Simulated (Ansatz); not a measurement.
## ¹⁴N nuclear quadrupole resonance in Si₃N₄

Cell: a Materials Project structure (computed, not necessarily an observed phase).

Space group I-43d (No. 220); a = 6.4883 Å.

| site | Wyckoff | site symmetry | x | y | z |
| --- | --- | --- | --- | --- | --- |
| Si | 12a | -4.. | 0.2500 | 0.3750 | 0.0000 |
| N | 16c | .3. | 0.7814 | 0.2814 | 0.2186 |

One atom of each set is listed; the run and its k-mesh use a cell of 14 atoms with edges of 5.62, 5.62, 5.62 Å.

Level of theory: DFT, PBE, plane waves and PAW, scalar-relativistic, 420 eV cutoff, Γ-centred 6×6×6 k-points, Fermi–Dirac smearing 0.02 eV (Ansatz 0.2.0).

¹⁴N: I = 1, Q = 20.44 mb (year-2017 value). Static lattice, zero field.

Q: Predict the zero-field ¹⁴N lines of each site.

A: For I = 1 the lines are ν± = (3/4)|C_Q|(1 ± η/3) and ν₀ = |C_Q|η/2.

```json
{"site": "N", "atoms": "8", "V_zz (10²¹ V/m²)": "-5.82", "C_Q (MHz)": "-2.88", "η": "0.00", "line frequencies (MHz)": "2.16"}
```

An axis of threefold or higher order runs through N, so V_zz lies along it and η is zero.
